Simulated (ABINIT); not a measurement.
The system is HfC.

```xyz
2
Lattice="0.0000 2.3250 2.3250 2.3250 0.0000 2.3250 2.3250 2.3250 0.0000" Properties=species:S:1:pos:R:3 pbc="T T T"
Hf    2.3250    2.3250    2.3250
C     0.0000    0.0000    0.0000
```

Base run:

* Program: ABINIT 10.8.3 (patched build)
* Functional: PBEsol
* Potentials or basis: JTH PAW PBE v2.0
* Cutoff: 517 eV
* k mesh: 10 × 10 × 10
* Occupations: fermi-dirac, width 0.05 eV
* Spin: no spin polarisation
* Hubbard terms: Hf d U = 0 eV

Its results: band gap on the k mesh none (metal or under the smearing width); pressure -6.5 GPa.

Task: The run is repeated on the same cell with these changes: hubbard terms from Hf d U = 0 eV to Hf d U = 8 eV. What comes out?

Result: Band gap on the k mesh none (metal or under the smearing width); pressure 15.3 GPa.

Caveats: the PAW data sets were made with another functional, which shifts forces and pressure a little; U without spin polarisation on a metal has little footing; the U is typed as a test and isn't derived for this compound.
